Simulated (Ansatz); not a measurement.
# TiSe2: the cell at several levels of theory, part 2 of 3

Ansatz 0.2.0, plane waves. The steps go on from the part before.

## (3) r2SCAN+rVV10: cell and atoms

It starts from the cell of step 2.

The input, input.yaml:

```yaml
crystal:
  lattice:
    - [3.4770151385, 0.0, 0.0]
    - [-1.7385075692, 3.0111834393, 0.0]
    - [0.0, 0.0, 5.8963749395]
  atoms:
    - { symbol: Ti, position: [0.0, 0.0, 0.0] }
    - { symbol: Se, position: [0.3333333333, 0.6666666667, 0.2640294767] }
    - { symbol: Se, position: [0.6666666667, 0.3333333333, 0.7359705233] }
kpoints:
  mp_grid: { grid: [12, 12, 4] }
hamiltonian:
  xc: r2scan
  dispersion: rvv10
scf:
  occupations: { method: fermi_dirac, width: 0.02 }
relax:
  f_tol: 0.005
  cell: {}
```

Command:

```bash
$ ansatz run input.yaml --threads 4 --pin off --max-ram 7372MiB --backend cpu --events-out ev --progress --plain --runs-dir out
```

Standard output:

```text
Warning: RAYON_NUM_THREADS=4 ignored (pool sized by the plan → 4); use --threads N
Engine: ansatz 0.2.0, x86_64-unknown-linux-gnu
Pseudopotentials: kind: paw
Pseudopotential: Ti, paw, valence charge 12, recommended cutoff 500 eV (meta_gga), Ti.paw.azcp
Pseudopotential: Se, paw, valence charge 16, recommended cutoff 500 eV (meta_gga), Se.paw.azcp
Functional definition: r2SCAN+rVV10
  parameter k0 = 0.174
  parameter k1 = 0.065
  parameter a1 = 4.9479
  exchange = r2scan_x(k0 = k0, k1 = k1, a1 = a1)
  correlation = r2scan_c + rvv10(11.95, 0.0093)
Crystal: 3 atoms, lattice volume = 61.735 Å³
Basis set: ecut = 500 eV, 1581 PW (Γ), exchange–correlation on 120×120×200 points (64 copies of the dense FFT grid, shifted against one another)
Bands: 27, of which v1, the nominal top of the filled ones, is band 22 counted from 1 (21 counted from 0)
Symmetry: 12 space group operations
Space group: P-3m1 (ITA 164), of the structure as read, at distance tolerance 4.0e-5 Å
k-points: 69 of 576
Non-local potential: Ti, projectors of the file, l = 0: 3, l = 1: 2, l = 2: 3, l = 3: 1
Non-local potential: Se, projectors of the file, l = 0: 2, l = 1: 2, l = 2: 3, l = 3: 1
PAW form: soft (Blöchl's): semilocal exchange-correlation on the pseudo side does not see the compensation charge
rVV10 density: all electrons in the spheres
PAW frozen core: Ti, regenerated for the run's functional (the file was generated under x = pbe(κ = 0.804, μ = 0.2195149727645171), c = pbe(β = 0.06672455060314922))
PAW frozen core: Se, regenerated for the run's functional (the file was generated under x = pbe(κ = 0.804, μ = 0.2195149727645171), c = pbe(β = 0.06672455060314922))
PAW one-centre angular grid: Ti, 590 points (default); XC on 160 Gauss nodes
PAW one-centre angular grid: Se, 590 points (default); XC on 160 Gauss nodes
Initial density: superposition of atomic densities (neutral atoms: chi_scale 0, normalization atom), corrected by the library's trained network
Initial wavefunctions: pseudopotential atomic-orbital guess
Functional: x = r2scan, c = r2scan + rvv10(b = 11.95, C = 0.0093); τ floored in thin density (d = 2e-4 eV/Å³)
SCF iter   1: F=—  HF=-13461.224802 eV  |F-HF|=—  |Δ(HF+E_count)|=         —  Δρ=2.77e-2  dr2=9.92e-1  dr2_τ=3.69e-2  ethr=1.77e-3  ⟨swp⟩=5.9  Hψ=7026  notcnv=0
preconditioner: auto → Resta (q_TF=auto, 2.579 Å⁻¹)  ε∞=6.4  [insulator: Δε(μ)=0.093 eV  Ē_g=8.102 eV  σ=0.020 eV  W_gap=0.61  n_scr=22 (ndim 8)  ℏωp=18.9 eV  f_vac=0.020  D(μ)=0.38/eV (n_scr^D=0)  ε∞_Penn≈6.4]
SCF iter   2: F=—  HF=-13461.213671 eV  |F-HF|=—  |Δ(HF+E_count)|=   1.11e-2  Δρ=2.22e-2  dr2=4.92e-1  dr2_τ=4.71e-2  ethr=1.77e-3  ⟨swp⟩=2.6  Hψ=3648  notcnv=0  defer=48
preconditioner: auto → LDOS  [insulator: Δε(μ)=0.063 eV  Ē_g=7.473 eV  σ=0.020 eV  W_gap=0.55  n_scr=22 (ndim 8)  ℏωp=18.9 eV  f_vac=0.021  D(μ)=0.87/eV (n_scr^D=2)  ε∞_Penn≈7.4  β→1.0]
SCF iter   3: F=—  HF=-13461.166084 eV  |F-HF|=—  |Δ(HF+E_count)|=   4.76e-2  Δρ=2.52e-3  dr2=5.40e-3  dr2_τ=1.51e-4  ethr=1.12e-3  ⟨swp⟩=2.1  Hψ=2316  notcnv=0  defer=47
SCF iter   4: F=—  HF=-13461.167044 eV  |F-HF|=—  |Δ(HF+E_count)|=   9.61e-4  Δρ=9.66e-4  dr2=8.75e-4  dr2_τ=2.21e-5  ethr=1.23e-5  ⟨swp⟩=2.0  Hψ=2670  notcnv=0  defer=47
SCF iter   5: F=—  HF=-13461.166849 eV  |F-HF|=—  |Δ(HF+E_count)|=   1.95e-4  Δρ=5.99e-4  dr2=4.40e-4  dr2_τ=6.60e-6  ethr=1.99e-6  ⟨swp⟩=2.0  Hψ=2562  notcnv=0  defer=47
SCF iter   6: F=—  HF=-13461.166804 eV  |F-HF|=—  |Δ(HF+E_count)|=   4.55e-5  Δρ=1.71e-4  dr2=3.65e-5  dr2_τ=8.19e-7  ethr=9.99e-7  ⟨swp⟩=1.8  Hψ=1979  notcnv=0  defer=47
SCF iter   7: F=—  HF=-13461.166801 eV  |F-HF|=—  |Δ(HF+E_count)|=   2.96e-6  Δρ=7.18e-5  dr2=6.48e-6  dr2_τ=6.20e-8  ethr=8.30e-8  ⟨swp⟩=1.1  Hψ=1867  notcnv=0  defer=47
SCF iter   8: F=-13461.166800 eV  HF=-13461.166800 eV  |F-HF|=5.26e-8  |Δ(HF+E_count)|=   6.13e-7  Δρ=7.81e-6  dr2=6.36e-8  dr2_τ=3.52e-10  ethr=2.27e-10  ⟨swp⟩=3.4  Hψ=6330  notcnv=0
SCF 1 converged in 8 iterations: F = -13461.166800 eV  dr2 = 6.36e-8
relax step   1: F+E_penalty+E_count = -13461.16679994 eV  Δ(F+E_penalty+E_count) = +0.000e0 eV  max|allowed force component| = 2.708e-1 eV/Å  Δτ_max = 0.0000 Å  P = +2.050 GPa  Ω = 61.735 Å³  (8 SCF iters, dr2 threshold 1.00e-7 eV, accepted)
Crystal: 3 atoms, lattice volume = 70.657 Å³
Basis set: ecut = 500 eV, 1787 PW (Γ), exchange–correlation on 120×120×200 points (64 copies of the dense FFT grid, shifted against one another)
rVV10 density: all electrons in the spheres
Initial density: handed on by an earlier stage of this run
Initial wavefunctions: those handed on with the density
iter 1 solved again at ethr=2.46e-3 eV; its pass at ethr=3.10e-3 eV (dr2=1.08e0 eV) is discarded
SCF iter   1: F=—  HF=-13460.587241 eV  |F-HF|=—  |Δ(HF+E_count)|=         —  Δρ=2.37e-2  dr2=1.08e0  dr2_τ=3.81e-1  ethr=2.46e-3  ⟨swp⟩=1.0  Hψ=10924  notcnv=0
automatic band count: iteration 1 solves 26 bands in place of 27: the levels show a gap, and the empty bands left out lie too high to hold charge; the band table lists the bands solved (type scf.n_extra_bands for more)
preconditioner: auto → Resta (q_TF=auto, 2.521 Å⁻¹)  ε∞=6.9  [insulator: Δε(μ)=0.415 eV  Ē_g=7.260 eV  σ=0.020 eV  W_gap=1.00  n_scr=22 (ndim 8)  ℏωp=17.7 eV  f_vac=0.132  D(μ)=0.00/eV (n_scr^D=0)  ε∞_Penn≈6.9]
SCF iter   2: F=—  HF=-13461.153063 eV  |F-HF|=—  |Δ(HF+E_count)|=   5.66e-1  Δρ=1.77e-2  dr2=2.71e-1  dr2_τ=2.54e-2  ethr=2.44e-3  ⟨swp⟩=2.3  Hψ=2564  notcnv=0
preconditioner: auto → LDOS  [metal: Δε(μ)=0.025 eV  Ē_g=6.842 eV  σ=0.020 eV  W_gap=0.29  n_scr=22 (ndim 8)  ℏωp=17.7 eV  f_vac=0.129  D(μ)=0.94/eV (n_scr^D=2)  β→1.0]
SCF iter   3: F=—  HF=-13461.102832 eV  |F-HF|=—  |Δ(HF+E_count)|=   5.02e-2  Δρ=3.96e-3  dr2=1.03e-2  dr2_τ=1.09e-3  ethr=6.16e-4  ⟨swp⟩=6.3  Hψ=5903  notcnv=0
automatic band count: iteration 3 solves 27 bands in place of 26: the levels no longer show a gap clear of their residuals, so the SCF keeps every band
SCF iter   4: F=—  HF=-13461.106661 eV  |F-HF|=—  |Δ(HF+E_count)|=   3.83e-3  Δρ=1.48e-3  dr2=1.14e-3  dr2_τ=6.10e-5  ethr=2.33e-5  ⟨swp⟩=2.0  Hψ=4162  notcnv=0  defer=23
SCF iter   5: F=—  HF=-13461.107761 eV  |F-HF|=—  |Δ(HF+E_count)|=   1.10e-3  Δρ=4.79e-4  dr2=2.02e-4  dr2_τ=7.22e-6  ethr=2.59e-6  ⟨swp⟩=2.0  Hψ=3611  notcnv=0  defer=23
SCF iter   6: F=—  HF=-13461.107736 eV  |F-HF|=—  |Δ(HF+E_count)|=   2.49e-5  Δρ=1.35e-4  dr2=1.85e-5  dr2_τ=5.11e-7  ethr=4.59e-7  ⟨swp⟩=2.0  Hψ=3288  notcnv=0  defer=23
SCF iter   7: F=—  HF=-13461.107739 eV  |F-HF|=—  |Δ(HF+E_count)|=   2.85e-6  Δρ=2.47e-5  dr2=7.68e-7  dr2_τ=3.07e-8  ethr=4.21e-8  ⟨swp⟩=2.0  Hψ=2251  notcnv=0  defer=23
SCF iter   8: F=-13461.107739 eV  HF=-13461.107739 eV  |F-HF|=3.57e-9  |Δ(HF+E_count)|=  2.04e-10  Δρ=4.30e-6  dr2=8.55e-9  dr2_τ=4.40e-10  ethr=6.82e-10  ⟨swp⟩=4.1  Hψ=6702  notcnv=0
SCF 2 converged in 8 iterations: F = -13461.107739 eV  dr2 = 8.55e-9
relax step   2: F+E_penalty+E_count = -13461.10773885 eV  Δ(F+E_penalty+E_count) = +5.906e-2 eV  max|allowed force component| = 7.348e-1 eV/Å  Δτ_max = 0.1949 Å  P = +0.355 GPa  Ω = 70.657 Å³  energy of the carried Pulay correction = -1.655e-3 eV  (8 SCF iters, dr2 threshold 3.00e-7 eV, rejected (line search))
Crystal: 3 atoms, lattice volume = 66.122 Å³
Basis set: ecut = 500 eV, 1691 PW (Γ), exchange–correlation on 120×120×200 points (64 copies of the dense FFT grid, shifted against one another)
rVV10 density: all electrons in the spheres
iter 1 solved again at ethr=1.05e-3 eV; its pass at ethr=3.10e-3 eV (dr2=4.61e-1 eV) is discarded
SCF iter   1: F=—  HF=-13461.275391 eV  |F-HF|=—  |Δ(HF+E_count)|=         —  Δρ=1.59e-2  dr2=4.62e-1  dr2_τ=1.05e-1  ethr=1.05e-3  ⟨swp⟩=1.0  Hψ=9185  notcnv=0
preconditioner: auto → LDOS  [metal: Δε(μ)=0.009 eV  Ē_g=7.370 eV  σ=0.020 eV  W_gap=0.11  n_scr=22 (ndim 8)  ℏωp=18.3 eV  f_vac=0.034  D(μ)=0.83/eV (n_scr^D=2)  β→1.0]
SCF iter   2: F=—  HF=-13461.343594 eV  |F-HF|=—  |Δ(HF+E_count)|=   6.82e-2  Δρ=2.30e-2  dr2=1.02e0  dr2_τ=3.17e-2  ethr=1.05e-3  ⟨swp⟩=2.9  Hψ=2763  notcnv=0
preconditioner: auto → Kerker (q_TF=auto, 2.549 Å⁻¹)  [metal: Δε(μ)=0.035 eV  Ē_g=7.796 eV  σ=0.020 eV  W_gap=0.40  n_scr=22 (ndim 8)  ℏωp=18.3 eV  f_vac=0.044  D(μ)=0.18/eV (n_scr^D=0)  β→0.5]
SCF iter   3: F=—  HF=-13461.220713 eV  |F-HF|=—  |Δ(HF+E_count)|=   1.23e-1  Δρ=8.79e-3  dr2=1.29e-1  dr2_τ=4.92e-4  ethr=1.05e-3  ⟨swp⟩=2.0  Hψ=2700  notcnv=0  defer=28
SCF iter   4: F=—  HF=-13461.211935 eV  |F-HF|=—  |Δ(HF+E_count)|=   8.78e-3  Δρ=6.37e-3  dr2=5.26e-2  dr2_τ=1.76e-3  ethr=2.92e-4  ⟨swp⟩=2.1  Hψ=2571  notcnv=0  defer=31
SCF iter   5: F=—  HF=-13461.207903 eV  |F-HF|=—  |Δ(HF+E_count)|=   4.03e-3  Δρ=3.21e-3  dr2=1.26e-2  dr2_τ=1.44e-4  ethr=1.20e-4  ⟨swp⟩=2.0  Hψ=2243  notcnv=0  defer=33
SCF iter   6: F=—  HF=-13461.206692 eV  |F-HF|=—  |Δ(HF+E_count)|=   1.21e-3  Δρ=6.94e-4  dr2=6.11e-4  dr2_τ=2.42e-6  ethr=2.85e-5  ⟨swp⟩=2.0  Hψ=2239  notcnv=0  defer=33
SCF iter   7: F=—  HF=-13461.206636 eV  |F-HF|=—  |Δ(HF+E_count)|=   5.68e-5  Δρ=3.57e-4  dr2=1.84e-4  dr2_τ=2.73e-6  ethr=1.39e-6  ⟨swp⟩=2.0  Hψ=3265  notcnv=0  defer=33
SCF iter   8: F=—  HF=-13461.206620 eV  |F-HF|=—  |Δ(HF+E_count)|=   1.62e-5  Δρ=5.56e-5  dr2=2.34e-6  dr2_τ=4.72e-8  ethr=4.19e-7  ⟨swp⟩=1.5  Hψ=1897  notcnv=0  defer=33
SCF iter   9: F=—  HF=-13461.206624 eV  |F-HF|=—  |Δ(HF+E_count)|=   4.74e-6  Δρ=1.27e-5  dr2=9.96e-8  dr2_τ=3.02e-9  ethr=5.32e-9  ⟨swp⟩=2.0  Hψ=2619  notcnv=0  defer=33
SCF iter  10: F=—  HF=-13461.206624 eV  |F-HF|=—  |Δ(HF+E_count)|=   7.43e-8  Δρ=3.74e-6  dr2=9.64e-9  dr2_τ=3.86e-10  ethr=2.26e-10  ⟨swp⟩=2.5  Hψ=3027  notcnv=0  defer=33
SCF iter  11: F=—  HF=-13461.206624 eV  |F-HF|=—  |Δ(HF+E_count)|=   5.29e-9  Δρ=2.05e-6  dr2=5.93e-9  dr2_τ=1.32e-10  ethr=2.19e-11  ⟨swp⟩=2.0  Hψ=2638  notcnv=0  defer=33
SCF iter  12: F=—  HF=-13461.206624 eV  |F-HF|=—  |Δ(HF+E_count)|=  3.33e-10  Δρ=2.22e-7  dr2=3.65e-11  dr2_τ=6.02e-13  ethr=1.35e-11  ⟨swp⟩=1.6  Hψ=1922  notcnv=0  defer=33
SCF iter  13: F=-13461.206624 eV  HF=-13461.206624 eV  |F-HF|=0.00e0  |Δ(HF+E_count)|=  1.82e-11  Δρ=4.96e-8  dr2=3.63e-12  dr2_τ=1.44e-13  ethr=1.00e-12  ⟨swp⟩=5.6  Hψ=8241  notcnv=0
SCF 3 converged in 13 iterations: F = -13461.206624 eV  dr2 = 3.63e-12
relax step   3: F+E_penalty+E_count = -13461.20662432 eV  Δ(F+E_penalty+E_count) = -3.982e-2 eV  max|allowed force component| = 6.683e-2 eV/Å  Δτ_max = 0.0821 Å  P = -0.014 GPa  Ω = 66.122 Å³  energy of the carried Pulay correction = -8.426e-4 eV  (13 SCF iters, accepted)
Crystal: 3 atoms, lattice volume = 65.975 Å³
Basis set: ecut = 500 eV, 1679 PW (Γ), exchange–correlation on 120×120×200 points (64 copies of the dense FFT grid, shifted against one another)
rVV10 density: all electrons in the spheres
iter 1 solved again at ethr=3.91e-6 eV; its pass at ethr=3.10e-3 eV (dr2=1.72e-3 eV) is discarded
SCF iter   1: F=—  HF=-13461.207941 eV  |F-HF|=—  |Δ(HF+E_count)|=         —  Δρ=9.64e-4  dr2=1.64e-3  dr2_τ=4.60e-4  ethr=3.91e-6  ⟨swp⟩=2.0  Hψ=8792  notcnv=0
preconditioner: auto → LDOS  [metal: Δε(μ)=0.041 eV  Ē_g=7.495 eV  σ=0.020 eV  W_gap=0.46  n_scr=22 (ndim 8)  ℏωp=18.3 eV  f_vac=0.043  D(μ)=0.58/eV (n_scr^D=2)  β→1.0]
SCF iter   2: F=—  HF=-13461.209233 eV  |F-HF|=—  |Δ(HF+E_count)|=   1.29e-3  Δρ=2.09e-3  dr2=7.93e-3  dr2_τ=2.05e-4  ethr=3.72e-6  ⟨swp⟩=2.4  Hψ=2954  notcnv=0  recentre
SCF iter   3: F=—  HF=-13461.208258 eV  |F-HF|=—  |Δ(HF+E_count)|=   9.76e-4  Δρ=2.64e-4  dr2=7.46e-5  dr2_τ=1.13e-6  ethr=3.72e-6  ⟨swp⟩=2.0  Hψ=2622  notcnv=0
SCF iter   4: F=—  HF=-13461.208260 eV  |F-HF|=—  |Δ(HF+E_count)|=   2.82e-6  Δρ=4.73e-5  dr2=2.17e-6  dr2_τ=1.36e-7  ethr=1.70e-7  ⟨swp⟩=1.4  Hψ=1967  notcnv=0
SCF iter   5: F=—  HF=-13461.208260 eV  |F-HF|=—  |Δ(HF+E_count)|=   2.90e-7  Δρ=1.97e-5  dr2=5.08e-7  dr2_τ=1.42e-8  ethr=6.82e-10  ⟨swp⟩=5.0  Hψ=7052  notcnv=0
SCF iter   6: F=-13461.208260 eV  HF=-13461.208260 eV  |F-HF|=4.13e-9  |Δ(HF+E_count)|=   2.62e-8  Δρ=5.29e-6  dr2=1.44e-8  dr2_τ=3.98e-10  ethr=6.82e-10  ⟨swp⟩=4.0  Hψ=5557  notcnv=0
SCF 4 converged in 6 iterations: F = -13461.208260 eV  dr2 = 1.44e-8
relax step   4: F+E_penalty+E_count = -13461.20826004 eV  Δ(F+E_penalty+E_count) = -1.636e-3 eV  max|allowed force component| = 8.081e-3 eV/Å  Δτ_max = 0.0031 Å  P = +0.031 GPa  Ω = 65.975 Å³  energy of the carried Pulay correction = -8.153e-4 eV  (6 SCF iters, dr2 threshold 3.00e-7 eV, accepted)
Crystal: 3 atoms, lattice volume = 66.054 Å³
rVV10 density: all electrons in the spheres
iter 1 solved again at ethr=4.98e-8 eV; its pass at ethr=3.10e-3 eV (dr2=2.19e-5 eV) is discarded
SCF iter   1: F=—  HF=-13461.208275 eV  |F-HF|=—  |Δ(HF+E_count)|=         —  Δρ=2.06e-4  dr2=2.24e-5  dr2_τ=7.67e-5  ethr=4.98e-8  ⟨swp⟩=3.1  Hψ=9297  notcnv=0
preconditioner: auto → LDOS  [metal: Δε(μ)=0.039 eV  Ē_g=7.502 eV  σ=0.020 eV  W_gap=0.44  n_scr=22 (ndim 8)  ℏωp=18.3 eV  f_vac=0.045  D(μ)=0.50/eV (n_scr^D=2)  β→1.0]
SCF iter   2: F=—  HF=-13461.208386 eV  |F-HF|=—  |Δ(HF+E_count)|=   1.11e-4  Δρ=1.91e-4  dr2=6.82e-5  dr2_τ=1.53e-6  ethr=4.98e-8  ⟨swp⟩=2.0  Hψ=3386  notcnv=0  recentre
SCF iter   3: F=—  HF=-13461.208377 eV  |F-HF|=—  |Δ(HF+E_count)|=   8.82e-6  Δρ=9.09e-5  dr2=7.82e-6  dr2_τ=2.81e-7  ethr=4.98e-8  ⟨swp⟩=2.0  Hψ=2278  notcnv=0
SCF iter   4: F=-13461.208378 eV  HF=-13461.208378 eV  |F-HF|=6.49e-8  |Δ(HF+E_count)|=   4.88e-7  Δρ=1.62e-5  dr2=9.89e-8  dr2_τ=1.12e-8  ethr=2.37e-10  ⟨swp⟩=4.0  Hψ=7576  notcnv=0
SCF 5 converged in 4 iterations: F = -13461.208378 eV  dr2 = 9.89e-8
relax step   5: F+E_penalty+E_count = -13461.20837783 eV  Δ(F+E_penalty+E_count) = -1.178e-4 eV  max|allowed force component| = 1.495e-2 eV/Å  Δτ_max = 0.0007 Å  P = -0.038 GPa  Ω = 66.054 Å³  energy of the carried Pulay correction = -8.301e-4 eV  (4 SCF iters, dr2 threshold 1.04e-7 eV, accepted)
Crystal: 3 atoms, lattice volume = 66.129 Å³
rVV10 density: all electrons in the spheres
iter 1 solved again at ethr=1.34e-7 eV; its pass at ethr=3.10e-3 eV (dr2=5.91e-5 eV) is discarded
SCF iter   1: F=—  HF=-13461.208317 eV  |F-HF|=—  |Δ(HF+E_count)|=         —  Δρ=2.70e-4  dr2=5.94e-5  dr2_τ=7.89e-5  ethr=1.34e-7  ⟨swp⟩=2.0  Hψ=8732  notcnv=0
preconditioner: auto → LDOS  [metal: Δε(μ)=0.039 eV  Ē_g=7.505 eV  σ=0.020 eV  W_gap=0.43  n_scr=22 (ndim 8)  ℏωp=18.3 eV  f_vac=0.046  D(μ)=0.49/eV (n_scr^D=2)  β→1.0]
SCF iter   2: F=—  HF=-13461.208443 eV  |F-HF|=—  |Δ(HF+E_count)|=   1.26e-4  Δρ=2.93e-4  dr2=2.11e-4  dr2_τ=2.97e-6  ethr=1.34e-7  ⟨swp⟩=2.0  Hψ=3596  notcnv=0  recentre
SCF iter   3: F=—  HF=-13461.208409 eV  |F-HF|=—  |Δ(HF+E_count)|=   3.34e-5  Δρ=1.16e-4  dr2=1.36e-5  dr2_τ=4.34e-7  ethr=1.34e-7  ⟨swp⟩=3.0  Hψ=3367  notcnv=0
SCF iter   4: F=—  HF=-13461.208408 eV  |F-HF|=—  |Δ(HF+E_count)|=   9.65e-7  Δρ=2.86e-5  dr2=3.99e-7  dr2_τ=3.50e-8  ethr=3.10e-8  ⟨swp⟩=2.0  Hψ=2229  notcnv=0
SCF iter   5: F=-13461.208409 eV  HF=-13461.208409 eV  |F-HF|=1.32e-8  |Δ(HF+E_count)|=   2.05e-7  Δρ=6.36e-6  dr2=1.31e-8  dr2_τ=1.84e-9  ethr=3.17e-11  ⟨swp⟩=3.9  Hψ=7990  notcnv=0
SCF 6 converged in 5 iterations: F = -13461.208409 eV  dr2 = 1.31e-8
relax step   6: F+E_penalty+E_count = -13461.20840854 eV  Δ(F+E_penalty+E_count) = -3.071e-5 eV  max|allowed force component| = 1.169e-3 eV/Å  Δτ_max = 0.0031 Å  P = +0.027 GPa  Ω = 66.129 Å³  energy of the carried Pulay correction = -8.440e-4 eV  (5 SCF iters, dr2 threshold 1.40e-8 eV, accepted)
rVV10 density: all electrons in the spheres
Initial wavefunctions: pseudopotential atomic-orbital guess (no wavefunctions were taken with the density)
iter 1 solved again at ethr=1.22e-7 eV; its pass at ethr=3.10e-3 eV (dr2=5.38e-5 eV) is discarded
SCF iter   1: F=—  HF=-13461.209222 eV  |F-HF|=—  |Δ(HF+E_count)|=         —  Δρ=1.50e-4  dr2=7.96e-7  dr2_τ=7.04e-6  ethr=1.22e-7  ⟨swp⟩=3.1  Hψ=11462  notcnv=0
SCF iter   2: F=—  HF=-13461.209329 eV  |F-HF|=—  |Δ(HF+E_count)|=   1.07e-4  Δρ=1.85e-5  dr2=2.12e-7  dr2_τ=1.21e-8  ethr=1.81e-9  ⟨swp⟩=2.1  Hψ=3390  notcnv=0
SCF iter   3: F=—  HF=-13461.209329 eV  |F-HF|=—  |Δ(HF+E_count)|=   3.84e-8  Δρ=2.67e-5  dr2=8.13e-7  dr2_τ=3.12e-8  ethr=4.81e-10  ⟨swp⟩=2.0  Hψ=3384  notcnv=0  recentre
SCF iter   4: F=—  HF=-13461.209329 eV  |F-HF|=—  |Δ(HF+E_count)|=   9.88e-8  Δρ=6.62e-6  dr2=5.14e-8  dr2_τ=1.83e-9  ethr=4.81e-10  ⟨swp⟩=2.0  Hψ=3382  notcnv=0
SCF iter   5: F=—  HF=-13461.209329 eV  |F-HF|=—  |Δ(HF+E_count)|=   3.59e-9  Δρ=9.35e-7  dr2=2.13e-10  dr2_τ=8.22e-11  ethr=1.17e-10  ⟨swp⟩=1.1  Hψ=1868  notcnv=0
SCF iter   6: F=-13461.209329 eV  HF=-13461.209329 eV  |F-HF|=1.46e-11  |Δ(HF+E_count)|=  6.84e-10  Δρ=2.30e-7  dr2=2.48e-11  dr2_τ=2.40e-12  ethr=1.00e-12  ⟨swp⟩=6.1  Hψ=8605  notcnv=0
SCF 7 converged in 6 iterations: F = -13461.209329 eV  dr2 = 2.48e-11
relax step   7: F+E_penalty+E_count = -13461.20932929 eV  Δ(F+E_penalty+E_count) = -9.207e-4 eV  max|allowed force component| = 1.203e-3 eV/Å  Δτ_max = 0.0000 Å  P = +0.033 GPa  Ω = 66.129 Å³  stress off target by 3.70e-2 GPa  SCF on the basis re-selected at this cell (its energy is not comparable with the rows above)  (6 SCF iters)
basis re-selected at this cell: Δ(F+E_penalty+E_count) = -9.207e-4 eV, ΔP = +0.005 GPa vs the last step (what re-selecting the basis moved, of the pressure what is left beyond the Pulay correction that the steps carried, after the strain that the cell walked since its last selection, with what the two solves' SCF thresholds leave and, on support functions, any second-order correction that the steps lacked; it is no measure of the basis error at this ecutwfc). This SCF's stress stands 3.70e-2 GPa from its target on what of the cell is left free (relax.cell.stress_tol is 5.00e-2 GPa) and its largest allowed force component is 1.20e-3 eV/Å (relax.f_tol is 5.00e-3 eV/Å): within both
SCF converged after 6 iterations
Free energy (F): -13461.209329 eV
Harris-Foulkes:  -13461.209329 eV  (|F-HF|=1.46e-11)
Internal energy: -13461.208684 eV  (E = F + TS)
E sigma→0 (E₀):  -13461.209007 eV
Entropy (-TS):   -0.000645 eV (-0.215 meV/atom)
Fermi energy:    9.308966 eV
--- Per-component energies (eV) ---
  E_band       = -974.379830
  E_kinetic    = 509.948556
  E_local      = -5899.334868  (includes V_loc(G=0)·N_el)
  E_nonlocal   = -1185.388689
  E_hartree    = 2844.857073
  E_xc         = -287.651083
  E_vxc        = -344.912865  (∫ρ·V_xc dr)
  E_paw        = -4905.253835  (= ΣΔE_a)
  E_vpaw       = 236.219141  (= ΣTr[D̂ρ^β])
  E_aug_tail   = -0.000379  (compensation charges beyond the density's cutoff)
  E_vtau       = 19.375184  (kinetic-family band-sum trace: ∫τ·v_τ [+ j·A + Jᵃ·Aᵃ] dr)
  E_ewald      = -4534.602461
  E_core_change = -3.782998  (= ΣΔE_core)
  E_smearing   = -0.000645  (= −TS)
  E_closure    = 0.000000  (closes the sum)
  Σ components = -13461.209329   (vs F -13461.209329, Δ=0.00e0)
--- Forces (eV/Å), atoms counted from 1 ---
  atom   1  Ti     0.00000000     0.00000000     0.00000000
  atom   2  Se     0.00000000    -0.00000000     0.00120334
  atom   3  Se     0.00000000     0.00000000    -0.00120334
  max |Σ_I F_I| component: 1.16e-18 eV/Å
--- Stress (GPa, compression-positive) ---
        0.036968       0.000000      -0.000000
        0.000000       0.036968       0.000000
       -0.000000       0.000000       0.023719
  P = ⅓ Tr σ = 0.0326 GPa (0.326 kbar)
--- Relaxed structure (6 steps of the walk, 5 accepted, 1 SCFs on fresh bases) ---
  F+E_penalty+E_count = -13461.20932929 eV   max|allowed force component| = 1.203e-3 eV/Å   (the final SCF, on the basis selected at the relaxed cell)
  cell:  # Å, volume = 66.1291 Å³
    - [3.540788632476031, -2.939704059078861e-11, -3.2996380636125382e-18]
    - [-1.770394316212557, 3.066412905170104, 6.5992761272250834e-18]
    - [-5.595576209014548e-18, 9.691822291822684e-18, 6.090629701588773]
  atoms:
    - { symbol: Ti, position: [-2.9598220002697966e-35, 1.4657325084181867e-35, -4.903361511030107e-20] }
    - { symbol: Se, position: [0.33333333333333337, 0.6666666666666666, 0.24998674024660933] }
    - { symbol: Se, position: [0.6666666666666666, 0.33333333333333326, 0.7500132597533908] }
```

It took 34 s on 4 threads of Intel Xeon Platinum 8375C at 2.90GHz (Ice Lake), shared host; peak memory 0.78 GiB.

The steps:

```tsv
step	energy change (meV/atom)	largest force (eV/Å)	pressure (GPa)	volume (Å³/atom)
1	0.0	0.2708	2.05	20.578
2*	19.7	0.7348	0.35	23.552
3	-13.3	0.0668	-0.01	22.041
4	-13.8	0.0081	0.03	21.992
5	-13.9	0.0149	-0.04	22.018
6	-13.9	0.0012	0.03	22.043
7	-14.2	0.0012	0.03	22.043
```

A star marks a trial step that the optimiser took back.

Step 7 solves the same cell on a plane-wave basis chosen anew, so the energy can jump there without a move.

The table lists every geometry solved, with passes on a fresh basis, whose energies don't compare exactly with the rows above.

```
                       before   after   change
                a (Å)   3.477   3.541  +1.83 %
                c (Å)   5.896   6.091  +3.29 %
     volume (Å³/atom)  20.578  22.043  +7.12 %
shortest distance (Å)   2.540   2.549  +0.34 %
          space group   P-3m1   P-3m1     same
```

(Continued in part 3 of 3.)
